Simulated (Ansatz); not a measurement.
Runs of Ansatz 0.2.0 on Al2O3. Symmetry: Pnnm, No. 58, orthorhombic system. Conventional cell: a = 4.614 Å, b = 9.563 Å, c = 3.120 Å, α = 90.00°, β = 90.00°, γ = 90.00°. Around Al (site symmetry m) lie 4 O at 1.68 to 1.82 Å. Around O (site symmetry 2/m) lie 2 Al at 1.68 Å. Around O (site symmetry m) lie 3 Al at 1.82 Å. Measurements of this composition are mostly on another form, of space group No. 167.

```tsv
level	gap on the mesh (eV)	pressure (GPa)	largest force (eV/Å)
BLYP	3.64	1.5	0.21
PBEsol	3.43	-2.6	0.17
LDA	3.36	(a)	0.20
revPBE	(b)	2.3	0.21
RPBE	3.69	3.0	0.22
```

Alike in all rows: task band structure; potentials or basis Ansatz PAW; no spin polarisation; cell as given; k mesh 5 × 3 × 7; cutoff (eV) 420; smearing fermi-dirac 0.05 eV.

Question: Fill in the values left out.

Answer: (a) -6.5; (b) 3.67.

Caveats: the PAW data sets come from PBE, with cores solved anew for the run's functional, which leaves a small shift of forces and pressure.

Runs at the PBE level aren't shown here.
